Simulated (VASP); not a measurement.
Wanted: the native input for a VASP 6.6.1 run.

* Task: relaxation of cell and atoms
* Functional: PBEsol
* Potentials or basis: VASP PAW PBE potentials, release 64 (Se, Pb_d)
* Cutoff: 600 eV
* k mesh: 8 × 8 × 8
* Occupations: gaussian, width 0.03 eV
* Spin: no spin polarisation
* Further INCAR settings: ALGO = Normal; EDIFF = 1e-06; IBRION = 2; EDIFFG = -0.01; NSW = 90; ISIF = 3

The structure of PbSe lies in POSCAR:

```
PbSe
1.0
    0.0000000000      3.0606500000      3.0606500000
    3.0606500000      0.0000000000      3.0606500000
    3.0606500000      3.0606500000      0.0000000000
Se Pb
1 1
Direct
    0.5000000000      0.5000000000      0.5000000000
    0.0000000000      0.0000000000      0.0000000000
```

The cell was built by a generator and needn't be a form met in nature.

These files were run (other wordings do the same):

INCAR

```
ALGO = Normal ; EDIFF = 1E-6
EDIFFG = -0.01 ; ENCUT = 600
GGA = PS ; IBRION = 2
ISIF = 3 ; ISMEAR = 0
LASPH = True ; LCHARG = False
LREAL = False ; LWAVE = False
NELM = 80 ; NSW = 90
PREC = Accurate ; SIGMA = 0.03
```

KPOINTS

```
k-points
0
Gamma
  8 8 8
```

Potentials or basis: VASP PAW PBE potentials, release 64 (Se, Pb_d).

Launch:

```console
$ cat potpaw_PBE.64/Se/POTCAR potpaw_PBE.64/Pb_d/POTCAR > POTCAR
$ mpirun -np 1 vasp_std > vasp.out
```

It gave:

```
Relaxed volume                         : 28.43 Å³/atom
Relaxed cell                           : a = 4.316 Å, b = 4.316 Å, c = 4.316 Å, α = 60.00°, β = 60.00°, γ = 60.00°
Space group after relaxing (to 0.05 Å) : Fm-3m (No. 225)
Energy gained by relaxing              : 0.3 meV/atom
Ionic steps                            : 3
Pressure after relaxing                : 0.0 GPa
Band gap on the k mesh                 : 0.17 eV, direct
```

Caveat: the PAW data sets were made with another functional, which shifts forces and pressure a little; spin-orbit coupling is left out, which as a rule narrows the gap of such compounds by several tenths of an eV.

Wall time 63 s on 1 thread of Intel(R) Xeon(R) Platinum 8175M CPU @ 2.50GHz (Skylake/Cascade Lake), with other jobs on the host, peak memory 0.21 GiB.
